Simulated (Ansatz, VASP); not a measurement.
**Two plane-wave programs on Ta**

The input INCAR:

```
SYSTEM = Ta
PREC = Accurate
ENCUT = 520
EDIFF = 1E-8
ISMEAR = -1
SIGMA = 0.08
LREAL = .FALSE.
LASPH = .TRUE.
NELM = 60
ALGO = Normal
ISIF = 2
LWAVE = .FALSE.
LCHARG = .FALSE.
GGA = PE
LEFG = .TRUE.
NBANDS = 12
```

The input KPOINTS:

```
regular mesh
0
G
  17 17 17
  0 0 0
```

Contents of POSCAR:

```
Ta
1.0
   -1.6836662614      1.6836662614      1.6836662614
    1.6836662614     -1.6836662614      1.6836662614
    1.6836662614      1.6836662614     -1.6836662614
Ta
1
Direct
    0.0000000000      0.0000000000      0.0000000000
```

Input for Ansatz:

```yaml
crystal:
  lattice:
    - [-1.6836662614, 1.6836662614, 1.6836662614]
    - [1.6836662614, -1.6836662614, 1.6836662614]
    - [1.6836662614, 1.6836662614, -1.6836662614]
  atoms:
    - { symbol: Ta, position: [0.0, 0.0, 0.0] }
kpoints:
  mp_grid: { grid: [17, 17, 17] }
scf:
  occupations: { method: fermi_dirac, width: 0.08 }
hamiltonian:
  xc: pbe
  pseudopotentials: { kind: paw }
output:
  forces: true
  stress: true
  eigenvalues: true
  efg: { contact_densities: true }
```

Change from the starting cell: volume scaled by 1.06, PAW files.

Alike in both runs: task electric field gradients; functional PBE; k mesh 17 × 17 × 17; occupations fermi-dirac, width 0.08 eV; no spin polarisation.

|  | VASP | Ansatz |
| --- | --- | --- |
| version | VASP 6.6.1 | Ansatz 0.2.0 |
| potentials or method | VASP PAW PBE potentials, release 64 (Ta_pv) | PAW with Ansatz's default frozen-core files, scalar-relativistic |
| plane-wave cutoff (eV) | 520 | 420 |
| valence electrons in the cell | 11 | 13 |

VASP gave:

| Item | Value |
| --- | --- |
| pressure (GPa) | -7.6 |
| Vzz of the field gradient on the site that differs most (V/Å²) | 0.0 |

Question: What did Ansatz give for the same quantities?

Answer: Pressure (GPa): -7.7; Vzz of the field gradient on the site that differs most (V/Å²): 0.0.

The two sets of potentials don't hold the same shells in valence. Ansatz warned: «gradients_without_spin_orbit».

The runs have no spin-orbit coupling, so splittings on Ta are missing.
